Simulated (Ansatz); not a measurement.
Method: DFT PBE, scalar-relativistic, plane waves, PAW in Ansatz. Settings of the last relaxation (4-atom cell): 420 eV, 6×4×4 k points, Gaussian smearing of 0.02 eV, no spin polarisation.

Formation energies are uncorrected and count from the elements' standard states at the same level.

Task: Suggest a trial structure for an orthorhombic semiconductor that holds Te and 1 more element, with a gap near 0.8 eV, a formation energy near −1.40 eV/atom and about 49 Å³ per atom, in a cell of 4 atoms.

Result: BaTe, space group Amm2 (No. 38). Ba on its first site is surrounded by 4 Te at 3.27–3.31 Å; around Ba on its second site lie 4 Te at 3.60 Å and 4 Te at 4.44 Å; around Te lie 2 Ba at 3.27–3.31 Å and 2 Ba at 3.60 Å.

```cif
data_structure
_symmetry_space_group_name_H-M 'P 1'
_symmetry_Int_Tables_number 1
_cell_length_a 4.5988
_cell_length_b 6.5539
_cell_length_c 6.5539
_cell_angle_alpha 89.982
_cell_angle_beta 90.000
_cell_angle_gamma 90.000
_cell_volume 197.53
loop_
_atom_site_label
_atom_site_type_symbol
_atom_site_fract_x
_atom_site_fract_y
_atom_site_fract_z
_atom_site_occupancy
Ba1 Ba 0.00000 0.49764 0.49764 1
Ba2 Ba 0.50000 0.96167 0.96167 1
Te1 Te 0.00000 0.00064 0.54004 1
Te2 Te 0.00000 0.54004 0.00064 1
```

| Item | Value |
| --- | --- |
| Volume per atom | 49.38 Å³ |
| Density | 4.45 g/cm³ |
| Formation energy | −1.399 eV/atom |
| Gap on the 6×4×4 mesh of the 4-atom cell | 0.81 eV |

It was reached by relaxing an invented guess, and it needn't be the stable form of this composition. The answer needn't be unique; the calculation gave this one.

Spin–orbit coupling, which can matter for Te, is left out. Kohn–Sham gaps at this level usually fall short of measured ones. The missing spin–orbit coupling can work the other way here. The reference form of Te is held partly by dispersion forces, which this level lacks. Symmetry constrained the relaxation, so the result can be a saddle point.
